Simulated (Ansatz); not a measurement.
# InSb: the cost of one run

Computed with Ansatz 0.2.0 (DFT, PBE, plane-wave PAW, default files, scalar-relativistic, as far as a step names no other, unless a step's input says otherwise).

### Step 1. The starting structure

The structure is cubic, space group F-43m (No. 216). The conventional cell has a = 6.478 Å, b = 6.478 Å, c = 6.478 Å, α = 90.00°, β = 90.00°, γ = 90.00°. Around In (site symmetry -43m) lie 4 Sb at 2.81 Å. Sb (site symmetry -43m) has 4 In at 2.81 Å as nearest neighbours.

Structure file:

```cif
data_structure
_symmetry_space_group_name_H-M 'F-43m'
_symmetry_Int_Tables_number 216
_cell_length_a 6.4782
_cell_length_b 6.4782
_cell_length_c 6.4782
_cell_angle_alpha 90.000
_cell_angle_beta 90.000
_cell_angle_gamma 90.000
_cell_volume 271.87
loop_
_atom_site_label
_atom_site_type_symbol
_atom_site_symmetry_multiplicity
_atom_site_Wyckoff_symbol
_atom_site_fract_x
_atom_site_fract_y
_atom_site_fract_z
_atom_site_occupancy
In1 In 4 a 0.00000 0.00000 0.00000 1
Sb1 Sb 4 c 0.25000 0.25000 0.25000 1
```

The earlier run gave: no gap over 0.1 eV on the mesh, largest force 0.000 eV/Å, pressure 3.1 GPa.

The printed gradients, by site:

| site | atoms | first shell | V_zz (10²¹ V/m²) | η | C_Q (MHz) |
| --- | --- | --- | --- | --- | --- |
| In | 1 | 4 Sb at 2.81 Å | 0.00 | – | 0 (¹¹⁵In) |
| Sb | 2 | 4 In at 2.81 Å | 0.00 | – | 0 (¹²¹Sb) |

V_zz is the principal component of the electric field gradient with the largest magnitude, η = (V_xx − V_yy)/V_zz and C_Q = eQV_zz/h. Nuclear quadrupole moments: year-2017 set (Pyykkö).

### Step 2. Ions relaxed at fixed cell

File input.yaml:

```yaml
crystal:
  lattice:
    - [0.0, 3.2391, 3.2391]
    - [3.2391, 0.0, 3.2391]
    - [3.2391, 3.2391, 0.0]
  atoms:
    - { symbol: In, position: [0.0, 0.0, 0.0] }
    - { symbol: Sb, position: [0.75, 0.75, 0.75] }
kpoints:
  mp_grid: { grid: [12, 12, 12] }
scf:
  occupations: { method: fermi_dirac, width: 0.05 }
hamiltonian:
  xc: pbe
  pseudopotentials: { kind: paw }
output:
  forces: true
  stress: true
  populations: true
  efg:
    quadrupole_moments_barn: { In: 0.772, Sb: -0.543 }
    contact_densities: true
  write_density: true
  write_potential: true
  elf: true
  volumetric_format: npy
relax:
  f_tol: 0.02
  max_steps: 60
```

Started as:

```bash
$ ansatz run input.yaml --threads 1 --pin off --max-ram 3072MiB --backend cpu --events-out ev --progress --plain --runs-dir out
```

What time and memory should one allow on 1 thread of Intel Xeon Platinum 8375C at 2.90GHz (Ice Lake), shared host?

About 9.5 s, with a peak of 0.54 GiB.
